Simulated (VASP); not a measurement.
# MoTe₂, self-consistent run: which settings are enough?

MoTe₂, P3m1 (no. 156), 6 atoms in the cell. PBE; PAW potentials Te, Mo_sv (PBE set). VASP 6.6.1. The cell is changed on purpose: last atom moved by 0.04 Å along z, cell strained by +1.0% along z.

Wanted: stress within 0.2 GPa.

What the run is for: stress; Accuracy asked: standard.

POSCAR:
```
Te2Mo
1.0
    3.5182000000      0.0000000000      0.0000000000
   -1.7591000000      3.0468505756      0.0000000000
    0.0000000000      0.0000000000     14.1133360000
Te Mo
4 2
Direct
    0.6666666700      0.3333333300      0.3790000000
    0.3333333300      0.6666666700      0.8790000000
    0.6666666700      0.3333333300      0.1210000000
    0.3333333300      0.6666666700      0.6210000000
    0.6666666700      0.3333333300      0.7500000000
    0.3333333300      0.6666666700      0.2528625400
```

The series start from Plane-wave cutoff (eV): 320; k-point mesh: 7 × 7 × 2; Precision mode (PREC): Accurate; Electronic threshold (eV): 1e-6; Bands in all (NBANDS): 40; Aspherical gradient terms in the spheres (LASPH): yes; Electronic algorithm: ALGO=Normal; Placing of the Fermi level (EFERMI): EFERMI=MIDGAP; Density mixing: defaults. Each series keeps the choices made before it, and each single choice may use up half of a tolerance.

## Plane-wave cutoff (eV)

| Plane-wave cutoff (eV) | Stress, largest deviation (GPa) | SCF iterations | Time (s) |
|---|---|---|---|
| 200 | 16.27 | 15 | 12 |
| 240 | 2.07 | 15 | 16 |
| 280 | 0.02 | 15 | 20 |
| 320 | 0.20 | 15 | 22 |
| 370 | 0.29 | 15 | 28 |
| 430 | 0.07 | 15 | 29 |
| 510 | 0.02 | 15 | 51 |
| 640 (reference) | 0.00 | 15 | 79 |

## k-point mesh

| k-point mesh | Stress, largest deviation (GPa) | SCF iterations | Time (s) |
|---|---|---|---|
| 3 × 3 × 1 | 0.55 | 16 | 11 |
| 4 × 4 × 1 | 0.31 | 15 | 12 |
| 5 × 5 × 1 | 0.30 | 15 | 14 |
| 6 × 6 × 2 | 0.01 | 15 | 28 |
| 7 × 7 × 2 | 0.02 | 15 | 29 |
| 9 × 9 × 2 | 0.01 | 15 | 44 |
| 11 × 11 × 3 (reference) | 0.00 | 15 | 66 |

## Precision mode (PREC)

| Precision mode (PREC) | Stress, largest deviation (GPa) | SCF iterations | Time (s) |
|---|---|---|---|
| Low | 0.03 | 15 | 19 |
| SingleN | 0.03 | 15 | 18 |
| Normal | 0.00 | 15 | 19 |
| Accurate (reference) | 0.00 | 15 | 28 |

## Electronic threshold (eV)

| Electronic threshold (eV) | Stress, largest deviation (GPa) | SCF iterations | Time (s) |
|---|---|---|---|
| 0.001 | 0.20 | 11 | 15 |
| 0.0001 | 0.22 | 12 | 16 |
| 1e-5 | 0.02 | 14 | 18 |
| 1e-6 | 0.01 | 15 | 19 |
| 1e-7 | 0.00 | 18 | 22 |
| 1e-8 (reference) | 0.00 | 21 | 25 |

## Bands in all (NBANDS)

| Bands in all (NBANDS) | Stress, largest deviation (GPa) | SCF iterations | Time (s) |
|---|---|---|---|
| 27 | 0.08 | 15 | 15 |
| 28 | 0.09 | 14 | 14 |
| 30 | 0.06 | 15 | 16 |
| 32 | 0.05 | 15 | 16 |
| 40 | 0.03 | 14 | 18 |
| 54 (reference) | 0.00 | 14 | 23 |

## Aspherical gradient terms in the spheres (LASPH)

| Aspherical gradient terms in the spheres (LASPH) | Stress, largest deviation (GPa) | SCF iterations | Time (s) |
|---|---|---|---|
| no | 0.03 | 15 | 12 |
| yes (reference) | 0.00 | 15 | 15 |

## Electronic algorithm

| Electronic algorithm | Stress, largest deviation (GPa) | SCF iterations | Time (s) |
|---|---|---|---|
| ALGO=Normal | 0.00 | 15 | 12 |
| ALGO=Fast | 0.03 | 17 | 12 |
| ALGO=VeryFast | 0.47 | 110 | 56 |
| ALGO=All ISEARCH=1 | 0.06 | 27 | 15 |
| ALGO=All ISEARCH=0 | 0.06 | 27 | 16 |
| ALGO=Damped TIME=0.4 | no result | 120 | 53 |
| ALGO=Damped TIME=0.1 | 0.05 | 114 | 49 |

## Placing of the Fermi level (EFERMI)

| Placing of the Fermi level (EFERMI) | Stress, largest deviation (GPa) | SCF iterations | Time (s) |
|---|---|---|---|
| EFERMI=MIDGAP | 0.00 | 15 | 12 |
| EFERMI=LEGACY | 0.00 | 15 | 12 |

## Density mixing

| Density mixing | Stress, largest deviation (GPa) | SCF iterations | Time (s) |
|---|---|---|---|
| defaults | 0.00 | 15 | 12 |
| WC=0 | 0.05 | 15 | 12 |
| MIXPRE=2 | 0.05 | 14 | 11 |
| AMIN=0.01 | 0.03 | 14 | 11 |
| AMIX=0.2 | 0.05 | 16 | 12 |
| AMIX=0.8 | 0.05 | 23 | 16 |
| INIMIX=0 | 0.01 | 22 | 16 |

## Question

The rows run from the loosest to the tightest (no order: electronic algorithm, placing of the Fermi level, density mixing). For each series: choose the loosest value from which every tighter one stays within half of the tolerance; where there is no order, keep the first row unless others stay within half of the tolerance and take at least 30 % less time, and then take the fastest.

## Answer

- Plane-wave cutoff (eV): 430
- k-point mesh: 6 × 6 × 2
- Precision mode (PREC): Low
- Electronic threshold (eV): 1e-5
- Bands in all (NBANDS): 27
- Aspherical gradient terms in the spheres (LASPH): no
- Electronic algorithm: ALGO=Normal
- Placing of the Fermi level (EFERMI): EFERMI=MIDGAP
- Density mixing: defaults

## All choices together

| Input | Stress, largest deviation (GPa) | Time (s) |
|---|---|---|
| the program's defaults (naive) | 1.70 | 2.4 |
| chosen settings | 0.10 | 12 |
| reference settings throughout | 0.00 | 321 |

The tolerance is met.

Values of the reference run: Stress: 1.95, 0, 0, 0, 1.95, 0, 0, 0, 1.411 GPa.

## The input

INCAR:
```
  GGA = PE
  ISMEAR = 0
  SIGMA = 0.03
  LWAVE = F
  LCHARG = F
  ISIF = 2
  PREC = Low
  LASPH = F
  LREAL = F
  ALGO = Normal
  EDIFF = 1E-5
  NELM = 120
  GGA_COMPAT = F
  ENCUT = 430
  EFERMI = MIDGAP
  NBANDS = 27
```

KPOINTS:
```
Automatic mesh
0
Gamma
  6 6 2
  0 0 0
```

Commands:
```
cat potpaw_PBE.64/Te/POTCAR potpaw_PBE.64/Mo_sv/POTCAR > POTCAR
mpirun -np 1 vasp_std > vasp.out
```

The chosen input took VASP 6.6.1 12 s on 1 core (Intel Xeon 6975P-C (Granite Rapids)), a shared host.

## An input that fails: mixing far too strong

VASP's message: ERROR FEXCP: supplied Exchange-correletion table is too small, maximal index : 3914.

Changes against the starting input:
```
- NELM = 120
+ NELM = 94
+ IMIX = 1
+ AMIX = 2.0
+ BMIX = 0.0001
```
